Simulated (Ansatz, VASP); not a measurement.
**One calculation of CoSi2 (mix), two programs**

```
Co Si
1.0
     0.00000    2.67800    2.67800
     2.67800    0.00000    2.67800
     2.67800    2.67800    0.00000
Co Si
1 2
Direct
  0.00000 0.00000 0.00000
  0.25000 0.25000 0.25000
  0.75000 0.75000 0.75000
```

Alike in both runs: task single point; functional PBE; k mesh 6 × 6 × 6; occupations gaussian, width 0.1 eV; no spin polarisation.

|  | VASP | Ansatz |
| --- | --- | --- |
| version | VASP 6.6.1 | Ansatz 0.2.0 |
| potentials or method | VASP PAW PBE potentials, release 64 (Co, Si) | scalar-relativistic, plane waves, PAW |
| plane-wave cutoff (eV) | 520 | 420 |
| valence electrons in the cell | 17 | 25 |

```tsv
	VASP	Ansatz	Ansatz less VASP
gap on the k mesh at the Fermi level (eV)	none	none	-
pressure (GPa)	0.2	0.4	+0.21
```

A gap of «none» marks a metal or a gap that the smearing closes. With one functional, cell and mesh, what is left measures potentials, basis and numerics. The two sets of potentials don't hold the same shells in valence.

Spin polarisation is off, so any magnetic state and its effect on volume and gap are missing.
